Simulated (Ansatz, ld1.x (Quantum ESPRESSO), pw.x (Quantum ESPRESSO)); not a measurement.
# pw.x on bcc Al: one setting changed

Potential: PAW, ld1.x (Quantum ESPRESSO) 7.5, PBE; core [Ne], reference 3s2 3p1; waves: 3s (bound): rcut 1.45, rcutus 1.90 bohr; 3s channel at 0.55 Ry: rcut 1.45, rcutus 1.90 bohr; 3p (bound): rcut 1.40, rcutus 2.14 bohr; 3p channel at 0.3 Ry: rcut 1.40, rcutus 2.14 bohr; 3d channel at 0.15 Ry: rcut 1.80, rcutus 2.15 bohr; local part: all-electron potential smoothed inside 1.55 bohr (lloc = -1); core correction: Bessel-smoothed model core, default radius (core density twice the valence density); augmentation: PSQ, inside the norm-conserving radii.

The reference run (k-mesh 14³, cutoffs 40/320 Ry, Fermi–Dirac 0.01 Ry, mixing_beta 0.4, conv_thr 1e-9, no spin) gives 0.16 GPa at 16.945 Å³/atom, where all-electron LAPW gives 0.07 GPa. This run, with its own iteration cap, changes k-mesh shift to 1.

```
&control
  calculation='scf', prefix='x', pseudo_dir='./', outdir='./tmp', tstress=.true., disk_io='none'
/
&system
  ibrav=0, nat=1, ntyp=1, ecutwfc=40, ecutrho=320, nbnd=8,
  occupations='smearing', smearing='fd', degauss=0.01
/
&electrons
  conv_thr=1e-09, mixing_beta=0.4, electron_maxstep=60
/
ATOMIC_SPECIES
Al 1.0 Al.UPF
CELL_PARAMETERS angstrom
  -1.61805716 1.61805716 1.61805716
  1.61805716 -1.61805716 1.61805716
  1.61805716 1.61805716 -1.61805716
ATOMIC_POSITIONS crystal
Al 0.0000 0.0000 0.0000
K_POINTS automatic
14 14 14 1 1 1
```

```bash
pw.x < Al.scf.in > Al.scf.out
```

**Question.** How does the run end?

**Answer.** It converges in 5 iterations; the free energy moves by +4.2 meV/atom and the pressure by -0.22 GPa.

```
Message from routine setup:
     using ibrav=0 with symmetry is DISCOURAGED, use correct ibrav instead
     lattice parameter (alat)  =       5.2961  a.u.
     unit-cell volume          =     114.3505 (a.u.)^3
     number of electrons       =         3.00
     number of Kohn-Sham states=            8
     kinetic-energy cutoff     =      40.0000  Ry
     charge density cutoff     =     320.0000  Ry
     scf convergence threshold =      1.0E-09
     Exchange-correlation= SLA  PW   PBX  PBC
     number of k points=   100  Fermi-Dirac smearing, width (Ry)=  0.0100
     iteration #  1     ecut=    40.00 Ry     beta= 0.40
     total energy              =     -39.49663010 Ry
     estimated scf accuracy    <       0.00514033 Ry
     iteration #  2     ecut=    40.00 Ry     beta= 0.40
     total energy              =     -39.49606655 Ry
     estimated scf accuracy    <       0.00166166 Ry
     iteration #  3     ecut=    40.00 Ry     beta= 0.40
     total energy              =     -39.49611426 Ry
     estimated scf accuracy    <       0.00000121 Ry
     iteration #  4     ecut=    40.00 Ry     beta= 0.40
     total energy              =     -39.49611500 Ry
     estimated scf accuracy    <       0.00000003 Ry
     iteration #  5     ecut=    40.00 Ry     beta= 0.40
     the Fermi energy is     7.6234 ev
!    total energy              =     -39.49611501 Ry
     estimated scf accuracy    <          1.4E-10 Ry
     smearing contrib. (-TS)   =      -0.00180813 Ry
     The total energy is F=E-TS. E is the sum of the following terms:
     one-electron contribution =       3.11924779 Ry
     hartree contribution      =       0.00369190 Ry
     xc contribution           =      -6.99004524 Ry
     ewald contribution        =      -5.35586600 Ry
     one-center paw contrib.   =     -30.27133532 Ry
     convergence has been achieved in   5 iterations
          total   stress  (Ry/bohr**3)                   (kbar)     P=       -0.65
     Message from routine punch:
     Nothing written, as per user request (disk_io='none')
```

The run took about 6.1 s on one core of a shared host (Neoverse-V1, 32 threads, 247 GiB, load 21).
